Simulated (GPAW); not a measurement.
Runs of GPAW 26.7.0 on C. It takes space group Fd-3m (No. 227, cubic). The conventional cell has a = 3.567 Å, b = 3.567 Å, c = 3.567 Å, α = 90.00°, β = 90.00°, γ = 90.00°. Around C (site symmetry -43m) lie 4 C at 1.54 Å. This isn't the form of C at room conditions, which is graphite.

```csv
task,level,potentials or basis,cell,k mesh,smearing,maxiter,response ecut,response k mesh,response bands,kernels,mesh quality,gap on the mesh (eV),pressure (GPa)
single point,LDA,"the program's PAW data sets (release 1.2.1) made for this functional, pw",volume scaled by 0.92,11 × 11 × 11,fermi-dirac 0.05 eV,80,-,-,-,-,not flagged,4.30,28.1
dielectric tensor,PBE,"GPAW PAW data sets (gpaw-data 1.2.1), pw",as given,10 × 10 × 10,fermi-dirac 0.001 eV,150,80 eV,32 × 32 × 32,20,"["RPA", "Bootstrap", "LR0.2"]",not flagged,4.17,-
one-shot levels on a semilocal density,r2SCAN,"GPAW PAW data sets (gpaw-data 1.2.1), pw",as given,8 × 8 × 8,fermi-dirac 0.001 eV,150,-,-,-,-,coarse,(a),-
hybrid scf,r2SCAN50+D3(BJ),"GPAW PAW data sets (gpaw-data 1.2.1), pw",as given,7 × 7 × 7,fermi-dirac 0.001 eV,40,-,-,-,-,coarse,8.09,-
single point,PBE,"GPAW PAW data sets (gpaw-data 1.2.1), pw",as given,10 × 10 × 10,fermi-dirac 0.05 eV,80,-,-,-,-,not flagged,4.17,(b)
hybrid scf,TPSSh+D3(BJ),"GPAW PAW data sets (gpaw-data 1.2.1), pw",as given,7 × 7 × 7,fermi-dirac 0.001 eV,40,-,-,-,-,coarse,5.04,-
```

Alike in all rows: no spin polarisation; cutoff (eV) 650.

Estimate the missing entries.

(a) 4.35; (b) 1.9.

Caveats: some runs use coarse meshes; an odd mesh through Γ misses points on the zone boundary, where band edges often lie (some runs); the PAW data sets were made with another functional, which shifts forces and pressure a little (some runs); the cutoff is short for stress and forces, so pressures can be off by a GPa or more (some runs); the scaled meta-GGA exchange is a class typed in the script (some runs); the long-wavelength limit can be off by a per cent or two (some runs); energy and the plain gap are those of the semilocal run (some runs); the hybrids' values are one shot on its orbitals and mesh (some runs).
